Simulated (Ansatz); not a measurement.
# Pd in Ansatz: the effect of functional

The system is Pd.

```xyz
1
Lattice="-1.5617 1.5617 1.5617 1.5617 -1.5617 1.5617 1.5617 1.5617 -1.5617" Properties=species:S:1:pos:R:3 pbc="T T T"
Pd    0.0000    0.0000    0.0000
```

This isn't the form of Pd at room conditions, which is fcc.

The cell isn't the ideal one: volume scaled by 0.98.

Alike in all runs:

- Program: Ansatz 0.2.0
- Task: single point
- Potentials or basis: Ansatz PAW
- k mesh: 12 × 12 × 12
- Occupations: fermi-dirac, width 0.05 eV
- Spin: no spin polarisation

Question: One run gave: pressure -6.9 GPa. Which functional did it use?
A. r2SCAN
B. LDA
C. PBEsol

Answer: C.

```csv
functional,cutoff,pressure (GPa)
LDA,420 eV (not typed: the program's choice for these potentials),-12.4
PBEsol,420 eV (not typed: the program's choice for these potentials),-6.9
r2SCAN,500 eV (not typed: the program's choice for these potentials),-2.4
```

Caveats: the PAW data sets come from PBE, with cores solved anew for the run's functional, which leaves a small shift of forces and pressure.
